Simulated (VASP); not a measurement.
# Nb: convergence, self-consistent run

Nb, Fm-3m (no. 225), 1 atom in the cell. PBE; PAW potentials Nb_sv (PBE set). VASP 6.6.1.

Wanted: energy within 0.2 meV/atom; Fermi level within 0.005 eV.

What the run is for: comparing ways to start; Accuracy asked: tight.

POSCAR:
```
Nb
1.0
    0.0000000000      2.1150000000      2.1150000000
    2.1150000000      0.0000000000      2.1150000000
    2.1150000000      2.1150000000      0.0000000000
Nb
1
Direct
    0.0000000000      0.0000000000      0.0000000000
```

## How the run starts (with a second run first, the time holds both)

| How the run starts (with a second run first, the time holds both) | Energy less reference (meV/atom) | Fermi level (eV) | Time (s) |
|---|---|---|---|
| from scratch: 12 SCF iterations | 0.00 | 10.8232 | 6.8 |
| density of a coarse mesh (ICHARG 1): 12 + 8 SCF iterations | 0.00 | 10.8235 | 7.5 |
| orbitals of a lower cutoff (ISTART 1): 12 + 6 SCF iterations | 0.00 | 10.8232 | 9.7 |
| orbitals of a loose run: 9 + 3 SCF iterations | 0.00 | 10.8234 | 5.6 |

Chosen: from scratch: 12 SCF iterations; no other choice that stays within half of the tolerance saves 30 % of the time.

The chosen settings are those of the reference run.

## The input

INCAR:
```
  ALGO = Normal
  EDIFF = 1E-6
  ENCUT = 400
  GGA = PE
  GGA_COMPAT = False
  ISIF = 2
  ISMEAR = 1
  LASPH = True
  LCHARG = False
  LREAL = False
  LWAVE = False
  NELM = 120
  PREC = Accurate
  SIGMA = 0.1
```

KPOINTS:
```
k-points
0
Gamma
  13 13 13
```

Commands:
```
cat potpaw_PBE.64/Nb_sv/POTCAR > POTCAR
mpirun -np 1 vasp_std > vasp.out
```

The chosen input took VASP 6.6.1 6.8 s on 1 core (Intel Xeon Platinum 8488C (Sapphire Rapids)), a shared host.

## An input that fails: restart asked without its files

VASP's message: ERROR: charge density could not be read from file CHGCAR for ICHARG>10.

Changes against the starting input:
```
- NELM = 120
+ NELM = 60
+ ICHARG = 11
```
